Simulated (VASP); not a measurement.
Write the native input for VASP 6.6.1 that does the following.

| Quantity | Value |
| --- | --- |
| Task | work function |
| Functional | PBEsol |
| Potentials or basis | VASP PAW PBE potentials, release 64 (Co, Al) |
| Cutoff | 520 eV |
| k mesh | 7 × 7 × 1 |
| Occupations | fermi-dirac, width 0.05 eV |
| Spin | collinear spin, ferromagnetic start |
| Starting moments | [2.0, 2.0, 2.0, 2.0, 0.0, 0.0, 0.0, 0.0] μB |
| Dipole correction | yes |
| Further INCAR settings | ALGO = Normal; EDIFF = 1e-07 |

The structure of AlCo lies in POSCAR:

```
AlCo
1.0
    2.8194032100      0.0000000000      0.0000000000
    0.0000000000      2.8194032100      0.0000000000
    0.0000000000      0.0000000000     24.8679112350
Co Al
4 4
Direct
    0.5000000000      0.5000000000      0.3015934844
    0.5000000000      0.5000000000      0.4149686362
    0.5000000000      0.5000000000      0.5283437879
    0.5000000000      0.5000000000      0.6417189397
    0.0000000000      0.0000000000      0.3582810603
    0.0000000000      0.0000000000      0.4716562121
    0.0000000000      0.0000000000      0.5850313638
    0.0000000000      0.0000000000      0.6984065156
```

The input as run:

INCAR

```
PREC = Accurate
ENCUT = 520
EDIFF = 1E-7
ISMEAR = -1
SIGMA = 0.05
LREAL = F
LASPH = T
NELM = 100
ALGO = Normal
ISIF = 2
LWAVE = F
LCHARG = T
ISPIN = 2
MAGMOM = 2 2 2 2 0 0 0 0
LORBIT = 11
LMAXMIX = 4
LDIPOL = T
IDIPOL = 3
DIPOL = 0.5 0.5 0.500
GGA = PS
LELF = T
LVHAR = T
LVACPOTAV = T
```

KPOINTS

```
Automatic mesh
0
Gamma
  7 7 1
```

Potentials or basis: VASP PAW PBE potentials, release 64 (Co, Al).

The run is started by

```bash
$ cat potpaw_PBE.64/Co/POTCAR potpaw_PBE.64/Al/POTCAR > POTCAR
$ mpirun -np 1 vasp_std > vasp.out
```

Results of the run:

```json
{
  "Largest force": "0.631 eV/Å",
  "Band gap on the k mesh": "none (metal or under the smearing width)",
  "Net moment": "1.87 μB per cell",
  "Site moments": "Co +1.24, +0.08, +0.10, +0.39; Al -0.02, -0.00, +0.02 μB",
  "Valence electrons inside the program's atomic spheres": "Co 8.09, 8.52; Al 0.84, 0.79",
  "Work function of the upper face": "4.02 eV",
  "Work function of the lower face": "4.62 eV"
}
```

Caveat: the PAW data sets were made with another functional, which shifts forces and pressure a little.

Run time: 7.4 min on 1 thread of AMD EPYC 9R45 (Zen 5) (shared host), peak memory 0.44 GiB.
